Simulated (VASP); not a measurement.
Runs of VASP 6.6.1 on ZnSe (Stilleite). It takes space group F-43m (No. 216, cubic). Conventional cell: a = 5.668 Å, b = 5.668 Å, c = 5.668 Å, α = 90.00°, β = 90.00°, γ = 90.00°. Se (site symmetry -43m) is surrounded by 4 Zn at 2.45 Å. Zn (site symmetry -43m) has 4 Se at 2.45 Å as nearest neighbours. 

```csv
task,level,spin,screening parameter,exchange at q = 0,gap on the mesh (eV),pressure (GPa)
band structure,HSE06,off,0.2 1/A,-,2.42,1.2
single point,HSE06,"SOC, no magnetisation",0.2 1/A,-,-,1.2
band structure,PBE0,off,-,truncated,3.04,(a)
band structure,HSE03,off,-,-,(b),1.4
```

Alike in all rows: potentials or basis VASP PAW PBE potentials, release 64 (Se, Zn); cell as given; k mesh 6 × 6 × 6; cutoff (eV) 520; smearing gaussian 0.02 eV.

Question: Fill in the values left out.

Answer: (a) 1.0; (b) 2.22.

Caveats: the PAW data sets were made with another functional, which shifts forces and pressure a little.

A k mesh can miss the band edges, and rows without SOC leave out spin-orbit coupling on Se.
